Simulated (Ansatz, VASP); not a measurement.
Co in VASP and in Ansatz

```xyz
2
Lattice="2.4252 0.0000 0.0000 -1.2126 2.1003 0.0000 0.0000 0.0000 3.9072" Properties=species:S:1:pos:R:3 pbc="T T T"
Co    0.0000    1.4002    0.9768
Co    1.2126    0.7001    2.9304
```

Alike in both runs: task single point; functional PBE; k mesh 24 × 24 × 13; occupations fermi-dirac, width 0.1 eV; no spin polarisation.

|  | VASP | Ansatz |
| --- | --- | --- |
| version | VASP 6.6.1 | Ansatz 0.2.0 |
| potentials or method | VASP PAW PBE potentials, release 64 (Co) | plane waves (420 eV) with PAW, scalar-relativistic |
| plane-wave cutoff (eV) | 520 | 420 |
| valence electrons in the cell | 18 | 34 |

```tsv
	VASP	Ansatz	Ansatz less VASP
pressure (GPa)	10.5	11.2	+0.71
largest component of the traceless stress (GPa)	0.11	0.18	+0.069
```

With one functional, cell and mesh, what is left measures potentials, basis and numerics. The two sets of potentials don't hold the same shells in valence.

Caveats: the run has no spin polarisation, though such a crystal can be magnetic. Spin polarisation is off, so any magnetic state and its effect on volume and gap are missing.
